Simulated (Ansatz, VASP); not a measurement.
# Two plane-wave programs on HgTe

```
Hg Te
1.0
    -2.98807    2.98807    1.55334
     2.98807   -2.98807    1.55334
     2.98807    2.98807   -1.55334
Hg Te
1 1
Direct
  0.25000 0.75000 0.50000
  0.00000 0.00000 0.00000
```

Alike in both runs: task single point; functional PBEsol; k mesh 16 × 16 × 16; occupations gaussian, width 0.1 eV; no spin polarisation.

|  | VASP | Ansatz |
| --- | --- | --- |
| version | VASP 6.6.1 | Ansatz 0.2.0 |
| potentials or method | VASP PAW PBE potentials, release 64 (Hg, Te) | scalar-relativistic, plane waves, PAW |
| plane-wave cutoff (eV) | 520 | 420 |
| valence electrons in the cell | 18 | 36 |

```tsv
	VASP	Ansatz	Ansatz less VASP
gap on the k mesh at the Fermi level (eV)	none	none	-
pressure (GPa)	-1.8	-1.9	-0.13
largest component of the traceless stress (GPa)	1.73	1.74	+0.010
```

A gap of «none» marks a metal or a gap that the smearing closes. The functional is the same, so the differences come from potentials, cutoffs and numerics. The two sets of potentials don't hold the same shells in valence.

Caveats: the PAW data sets were made with another functional, which shifts forces and pressure a little (VASP). The runs have no spin-orbit coupling, so splittings on Hg, Te are missing.
